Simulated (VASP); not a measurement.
# Hf (Fd-3m) in VASP: a series of runs

Runs on Hf. Level: PBEsol. Tasks: single point.

Everything below comes from runs of VASP 6.6.1. Logs are shortened: lines on timing, memory, paths and dates and some standing lists are left out, and cuts for length are marked.

## Step 1: The crystal as given

Symmetry: Fd-3m, No. 227, cubic system. The conventional cell has a = 6.374 Å, b = 6.374 Å, c = 6.374 Å, α = 90.00°, β = 90.00°, γ = 90.00°. Hf (site symmetry -43m) has 4 Hf at 2.76 Å as nearest neighbours.

This isn't the form of Hf at room conditions, which is hcp.

## Step 2: Single point, PBEsol

INCAR reads:

```
SYSTEM = Hf
PREC     = Accurate       ! precision mode
ENCUT    = 520            ! plane-wave cutoff, eV
EDIFF    = 1E-6           ! SCF threshold, eV
ISMEAR   = -1             ! smearing method
SIGMA    = 0.1            ! smearing width, eV
LREAL    = .FALSE.        ! projectors in reciprocal space
LASPH    = .TRUE.         ! aspherical terms in the spheres
NELM     = 100            ! most SCF steps
ALGO     = Normal         ! electronic algorithm
ISIF     = 2              ! what is computed and relaxed
LWAVE    = .FALSE.        ! write WAVECAR
LCHARG   = .FALSE.        ! write CHGCAR
GGA      = PS             ! functional
NBANDS   = 17             ! bands
```

KPOINTS reads:

```
regular mesh
0
G
  14 14 14
  0 0 0
```

POSCAR reads:

```
Hf
1.0
    0.0000000000      3.1870038348      3.1870038348
    3.1870038348      0.0000000000      3.1870038348
    3.1870038348      3.1870038348      0.0000000000
Hf
2
Direct
    0.1250000000      0.1250000000      0.1250000000
    0.8750000000      0.8750000000      0.8750000000
```

Potentials or basis: VASP PAW PBE potentials, release 64 (Hf_pv).

On the command line:

```sh
> cat potpaw_PBE.64/Hf_pv/POTCAR > POTCAR
> mpirun -np 1 vasp_std > vasp.out
```

OUTCAR:

```text
SYSTEM = Hf
   PREC = Accurate
   ENCUT = 520
   EDIFF = 1E-6
   ISMEAR = -1
   LREAL = .FALSE.
   LASPH = .TRUE.
   NELM = 100
   ISIF = 2
   GGA = PS

 ion  position               nearest neighbor table
   1  0.125  0.125  0.125-   2 2.76   2 2.76   2 2.76   2 2.76
   2  0.875  0.875  0.875-   1 2.76   1 2.76   1 2.76   1 2.76

  LATTYP: Found a face centered cubic cell.
 ALAT       =     6.3740076696

  Lattice vectors:

 A1 = (   0.0000000000,   3.1870038348,   3.1870038348)
 A2 = (   3.1870038348,   0.0000000000,   3.1870038348)
 A3 = (   3.1870038348,   3.1870038348,   0.0000000000)

Analysis of symmetry for initial positions (statically):
=====================================================================
 Subroutine PRICEL returns:
 Original cell was already a primitive cell.

 Routine SETGRP: Setting up the symmetry group for a
 face centered cubic supercell.

 Subroutine GETGRP returns: Found 48 space group operations
 (whereof 12 operations were pure point group operations)
 out of a pool of 48 trial point group operations.

The static configuration has the point symmetry D_3d.
 The point group associated with its full space group is O_h .

Analysis of symmetry for dynamics (positions and initial velocities):
=====================================================================
 Subroutine PRICEL returns:
 Original cell was already a primitive cell.

 Routine SETGRP: Setting up the symmetry group for a
 face centered cubic supercell.

 Subroutine GETGRP returns: Found 48 space group operations
 (whereof 12 operations were pure point group operations)
 out of a pool of 48 trial point group operations.

The dynamic configuration has the point symmetry D_3d.
 The point group associated with its full space group is O_h .

 Subroutine INISYM returns: Found 48 space group operations
 (whereof 12 operations are pure point group operations),
 and found     1 'primitive' translations

----------------------------------------------------------------------------------------

                                     Primitive cell

  volume of cell :      64.7408

  direct lattice vectors                    reciprocal lattice vectors
     0.000000000  3.187003835  3.187003835    -0.156887166  0.156887166  0.156887166
     3.187003835  0.000000000  3.187003835     0.156887166 -0.156887166  0.156887166
     3.187003835  3.187003835  0.000000000     0.156887166  0.156887166 -0.156887166

  length of vectors
[... 82 lines left out ...]
   EDIFF  = 0.1E-05   stopping-criterion for ELM
   LREAL  =      F    real-space projection
   EDIFFG = 0.1E-04   stopping-criterion for IOM
   NSW    =      0    number of steps for IOM
   IBRION =     -1    ionic relax: 0-MD 1-quasi-New 2-CG
   NFREE  =      0    steps in history (QN), initial steepest desc. (CG)
   ISIF   =      2    stress and relaxation
   ISYM   =      2    0-nonsym 1-usesym 2-fastsym
   POTIM  = 0.5000    time-step for ionic-motion
   TEBEG  =    0.0;   TEEND  =   0.0 temperature during run
   PSTRESS=    0.0 pullay stress
   NELECT =      20.0000    total number of electrons
   NUPDOWN=      -1.0000    fix difference up-down
   EMIN   =  10.00;   EMAX   =-10.00  energy-range for DOS
   EFERMI =   0.00;   METHOD = LEGACY
   ISMEAR =    -1;   SIGMA  =   0.10  broadening in eV -4-tet -1-fermi 0-gaus
   EFERMI_NEDOS =   21; number of points for ismear=-14 and -15
   IALGO  =     38    algorithm
   IMIX   =      4    mixing-type and parameters
     AMIX     =   0.40;   BMIX     =  1.00
     AMIX_MAG =   1.60;   BMIX_MAG =  1.00
  volume/ion in A,a.u.               =      32.37       218.45
  Fermi-wavevector in a.u.,A,eV,Ry     =   1.106689  2.091339 16.663878  1.224760
  Thomas-Fermi vector in A             =   2.243193
   LORBIT       =      0    0 simple, 1 ext, 2 COOP (PROOUT), +10 PAW based schemes
   GGA     = PS    functional components
   LHFCALC =     F    Hartree Fock is set to
   AEXX    =    0.0000 exact exchange contribution
   IVDW    =     0    specifies the selected vdW correction
   LEPSILON=     F    determine dielectric tensor
   LRPA    =     F    only Hartree local field effects (RPA)
 non-spin polarized calculation
  energy-cutoff  :      520.00
  volume of cell :       64.74
 maximum number of plane-waves:      1807
 NGX is ok and might be reduce to    36
   NGX = 17   NGY = 17   NGZ = 17

 number of electron      19.9999999 magnetization

 Free energy of the ion-electron system (eV)
  ---------------------------------------------------
  ext. energy  EPLUGINS =         0.00000000
  ---------------------------------------------------
  free energy    TOTEN  =       -15.50702422 eV

  energy without entropy =      -15.35207191  energy(sigma->0) =      -15.42954806

 E-fermi :   1.7923     XC(G=0):  -9.4985

 val. band max:        1.7871740585   @ k =   0.2857   0.0000   0.0000
 cond. band min:       1.7971929112   @ k =  -0.4286   0.3571   0.0000
 fundamental gap:      0.0100188528
 Fermi energy:         1.7922998944

 k-point     1 :       0.0000    0.0000    0.0000
  band No.  band energies     occupation
      1     -29.1281      2.00000
      2     -29.1281      2.00000
      3     -29.1281      2.00000
      4     -28.4052      2.00000
      5     -28.4052      2.00000
      6     -28.4052      2.00000
[... 457 lines left out ...]
      4     -28.4784      2.00000
      5     -28.3320      2.00000
      6     -28.3303      2.00000
[... 9 lines left out ...]
     16       6.8665      0.00000
     17       7.9477      0.00000

 [... further k-points ...]

------------------------ aborting loop because EDIFF is reached ----------------------------------------

  FORCE on cell =-STRESS in cart. coord.  units (eV):
  Direction    XX          YY          ZZ          XY          YZ          ZX
  --------------------------------------------------------------------------------------
  -------------------------------------------------------------------------------------
  Total       -0.0739872     -0.0739872     -0.0739872      0.0000000      0.0000000      0.0000000
  in kB       -1.8310047     -1.8310047     -1.8310047      0.0000000      0.0000000      0.0000000
  external PRESSURE =      -1.8310047 kB  Pullay stress =       0.0000000 kB

 VOLUME and BASIS-vectors are now :
 -----------------------------------------------------------------------------
  energy-cutoff  :      520.00
  volume of cell :       64.74
      direct lattice vectors                 reciprocal lattice vectors
     0.000000000  3.187003835  3.187003835    -0.156887166  0.156887166  0.156887166
     3.187003835  0.000000000  3.187003835     0.156887166 -0.156887166  0.156887166
     3.187003835  3.187003835  0.000000000     0.156887166  0.156887166 -0.156887166

 POSITION                                       TOTAL-FORCE (eV/Angst)
 -----------------------------------------------------------------------------------
      0.79675      0.79675      0.79675        -0.000000     -0.000000     -0.000000
      5.57726      5.57726      5.57726         0.000000      0.000000      0.000000
 -----------------------------------------------------------------------------------
    total drift:                                0.000000      0.000000      0.000000

  FREE ENERGIE OF THE ION-ELECTRON SYSTEM (eV)
  ---------------------------------------------------
  free  energy   TOTEN  =       -15.5070242198 eV

  energy  without entropy=      -15.3520719090  energy(sigma->0) =      -15.42954806
```

OSZICAR:

```text
N       E                     dE             d eps       ncg     rms          rms(c)
DAV:   1     0.529863120583E+02    0.52986E+02   -0.10980E+04  3560   0.106E+03
DAV:   2    -0.138374283810E+02   -0.66824E+02   -0.65292E+02  4694   0.237E+02
DAV:   3    -0.158934750112E+02   -0.20560E+01   -0.20142E+01  4596   0.275E+01
DAV:   4    -0.159260101630E+02   -0.32535E-01   -0.32411E-01  4578   0.401E+00
DAV:   5    -0.159266605580E+02   -0.65040E-03   -0.65020E-03  5010   0.480E-01    0.310E+01
DAV:   6    -0.155739731633E+02    0.35269E+00   -0.61875E-01  3843   0.360E+00    0.179E+01
DAV:   7    -0.155181327472E+02    0.55840E-01   -0.41832E-01  4275   0.313E+00    0.154E+00
DAV:   8    -0.155071121600E+02    0.11021E-01   -0.69303E-02  3881   0.117E+00    0.142E-01
DAV:   9    -0.155070058867E+02    0.10627E-03   -0.17112E-03  4777   0.233E-01    0.106E-01
DAV:  10    -0.155070269588E+02   -0.21072E-04   -0.55028E-05  4885   0.376E-02    0.430E-02
DAV:  11    -0.155070246152E+02    0.23435E-05   -0.29599E-05  4216   0.228E-02    0.103E-02
DAV:  12    -0.155070242198E+02    0.39547E-06   -0.68002E-07  2979   0.508E-03
   1 F= -.15507024E+02 E0= -.15429548E+02  d E =-.154952E+00
```

stdout:

```text
POSCAR found type information on POSCAR Hf
 POSCAR found :  1 types and       2 ions
 scaLAPACK will be used
 -----------------------------------------------------------------------------
|                                                                             |
|                                                                             |
|     You enforced a specific xc type in the INCAR file but a different       |
|     I HOPE YOU KNOW WHAT YOU ARE DOING!                                     |
|                                                                             |
 -----------------------------------------------------------------------------

 LDA part: xc-table for (Slater+PW92), standard interpolation
 POSCAR, INCAR and KPOINTS ok, starting setup
 FFT: planning ... GRIDC
 FFT: planning ... GRID_SOFT
 FFT: planning ... GRID
 WAVECAR not read
 entering main loop
```

Wall time 93 s (1 thread of Intel Xeon Platinum 8259CL at 2.50GHz (Skylake/Cascade Lake), shared host); peak memory 0.26 GiB.

What came out:

```yaml
Free_energy: -15.5070 eV
Pressure: -0.2 GPa
Band_gap_on_the_k_mesh: none (metal or under the smearing width)
```

Caveat: the PAW data sets were made with another functional, which shifts forces and pressure a little.

## Step 3: Single point, PBEsol

This run uses another cell than the first one, of 28.49 Å³/atom, 0.880 times its volume.

INCAR reads:

```
SYSTEM = Hf
PREC = Accurate ; ENCUT = 520
EDIFF = 1E-6 ; ISMEAR = -1
SIGMA = 0.1 ; LREAL = .FALSE.
LASPH = .TRUE. ; NELM = 60
ALGO = Fast ; ISIF = 2
LWAVE = .FALSE. ; LCHARG = .FALSE.
GGA = PS ; NBANDS = 17
```

KPOINTS reads:

```
Automatic mesh
0
G
  10 10 10
  0 0 0
```

POSCAR reads:

```
Hf
1.0
    0.0000000000      3.0540546917      3.0540546917
    3.0540546917      0.0000000000      3.0540546917
    3.0540546917      3.0540546917      0.0000000000
Hf
2
Direct
    0.1250000000      0.1250000000      0.1250000000
    0.8750000000      0.8750000000      0.8750000000
```

Potentials or basis: VASP PAW PBE potentials, release 64 (Hf_pv).

On the command line:

```sh
> cat potpaw_PBE.64/Hf_pv/POTCAR > POTCAR
> mpirun -np 1 vasp_std > vasp.out
```

Run time: 38 s. Hardware: 1 thread of Intel Xeon Platinum 8259CL at 2.50GHz (Skylake/Cascade Lake), shared host; peak memory 0.19 GiB.

Results (log left out):

```yaml
Free_energy: -15.4176 eV
Pressure: 4.3 GPa
Band_gap_on_the_k_mesh: none (metal or under the smearing width)
```

Levels at points of the mesh, in eV from the Fermi level:
```
           k point  band 6  band 7  band 8  band 9  band 10  band 11  band 12  band 13  band 14  band 15
(0.00, 0.00, 0.00)  -29.96   -5.61   -0.73   -0.73     0.17     0.17     0.17     2.41     2.41     2.41
(0.50, 0.00, 0.00)  -29.83   -3.02   -1.25   -0.67    -0.67     0.10     0.10     0.28     3.75     3.75
(0.50, 0.50, 0.00)  -29.71   -1.92   -1.92   -0.74    -0.74     0.22     0.22     2.25     2.25     4.33
```

Caveat: the PAW data sets were made with another functional, which shifts forces and pressure a little. The run has no spin-orbit coupling, so splittings on Hf are missing.

## Step 4: Single point, PBEsol

INCAR reads:

```
SYSTEM = Hf
PREC = Accurate
ENCUT = 520
EDIFF = 1E-7
ISMEAR = -1
SIGMA = 0.1
LREAL = .False.
LASPH = .True.
NELM = 60
ALGO = Fast
ISIF = 2
LWAVE = .False.
LCHARG = .False.
GGA = PS
NBANDS = 17
```

KPOINTS reads:

```
regular mesh
0
Gamma
  10 10 10
  0 0 0
```

POSCAR reads:

```
Hf
1.0
    0.0000000000      3.1870038348      3.1870038348
    3.1870038348      0.0000000000      3.1870038348
    3.1870038348      3.1870038348      0.0000000000
Hf
2
Direct
    0.1250000000      0.1250000000      0.1250000000
    0.8750000000      0.8750000000      0.8750000000
```

Potentials or basis: VASP PAW PBE potentials, release 64 (Hf_pv).

On the command line:

```sh
> cat potpaw_PBE.64/Hf_pv/POTCAR > POTCAR
> mpirun -np 1 vasp_std > vasp.out
```

OUTCAR:

```text
SYSTEM = Hf
   PREC = Accurate
   ENCUT = 520
   EDIFF = 1E-7
   ISMEAR = -1
   LREAL = .False.
   LASPH = .True.
   NELM = 60
   ISIF = 2
   GGA = PS

 ion  position               nearest neighbor table
   1  0.125  0.125  0.125-   2 2.76   2 2.76   2 2.76   2 2.76
   2  0.875  0.875  0.875-   1 2.76   1 2.76   1 2.76   1 2.76

  LATTYP: Found a face centered cubic cell.
 ALAT       =     6.3740076696

  Lattice vectors:

[... 670 lines left out ...]

------------------------ aborting loop because EDIFF is reached ----------------------------------------

  FORCE on cell =-STRESS in cart. coord.  units (eV):
  Direction    XX          YY          ZZ          XY          YZ          ZX
  --------------------------------------------------------------------------------------
  -------------------------------------------------------------------------------------
  Total       -0.0708311     -0.0708311     -0.0708311      0.0000000      0.0000000     -0.0000000
  in kB       -1.7528986     -1.7528986     -1.7528986      0.0000000      0.0000000     -0.0000000
  external PRESSURE =      -1.7528986 kB  Pullay stress =       0.0000000 kB

 VOLUME and BASIS-vectors are now :
 -----------------------------------------------------------------------------
  energy-cutoff  :      520.00
  volume of cell :       64.74
      direct lattice vectors                 reciprocal lattice vectors
     0.000000000  3.187003835  3.187003835    -0.156887166  0.156887166  0.156887166
     3.187003835  0.000000000  3.187003835     0.156887166 -0.156887166  0.156887166
     3.187003835  3.187003835  0.000000000     0.156887166  0.156887166 -0.156887166

 POSITION                                       TOTAL-FORCE (eV/Angst)
 -----------------------------------------------------------------------------------
      0.79675      0.79675      0.79675        -0.000000     -0.000000     -0.000000
      5.57726      5.57726      5.57726         0.000000      0.000000      0.000000
 -----------------------------------------------------------------------------------
    total drift:                                0.000000      0.000000      0.000000

  FREE ENERGIE OF THE ION-ELECTRON SYSTEM (eV)
  ---------------------------------------------------
  free  energy   TOTEN  =       -15.5080185176 eV

  energy  without entropy=      -15.3551914598  energy(sigma->0) =      -15.43160499
```

OSZICAR:

```text
N       E                     dE             d eps       ncg     rms          rms(c)
DAV:   1     0.537670558689E+02    0.53767E+02   -0.11078E+04  1606   0.106E+03
DAV:   2    -0.137540154321E+02   -0.67521E+02   -0.65936E+02  2157   0.239E+02
DAV:   3    -0.158954171524E+02   -0.21414E+01   -0.20846E+01  1987   0.278E+01
[... 11 lines left out ...]
RMM:  15    -0.155080189883E+02   -0.29116E-06   -0.79085E-07  2116   0.518E-03    0.618E-02
RMM:  16    -0.155080174390E+02    0.15494E-05   -0.10141E-06  1851   0.598E-03    0.935E-02
RMM:  17    -0.155080182140E+02   -0.77509E-06   -0.28143E-07  1594   0.416E-03    0.462E-02
RMM:  18    -0.155080185493E+02   -0.33526E-06   -0.55236E-07  1916   0.480E-03    0.749E-03
RMM:  19    -0.155080185176E+02    0.31739E-07   -0.96372E-08  1111   0.214E-03
   1 F= -.15508019E+02 E0= -.15431605E+02  d E =-.152827E+00
```

Wall time 84 s (1 thread of Intel Xeon Platinum 8259CL at 2.50GHz (Skylake/Cascade Lake), shared host); peak memory 0.22 GiB.

Results:

```yaml
Free_energy: -15.5080 eV
Pressure: -0.2 GPa
Band_gap_on_the_k_mesh: none (metal or under the smearing width)
```

Levels at points of the mesh, in eV from the Fermi level:
```tsv
k point	band 7	band 8	band 9	band 10	band 11	band 12	band 13	band 14
(0.00, 0.00, 0.00)	-5.28	-0.43	-0.43	0.17	0.17	0.17	2.20	2.20
(0.50, 0.00, 0.00)	-3.01	-0.95	-0.38	-0.38	0.05	0.19	0.19	3.31
(0.50, 0.50, 0.00)	-1.47	-1.47	-1.05	-1.05	0.32	0.32	2.19	2.19
```

Caveat: the PAW data sets were made with another functional, which shifts forces and pressure a little. The run has no spin-orbit coupling, so splittings on Hf are missing.

[end of part 1 of 2]
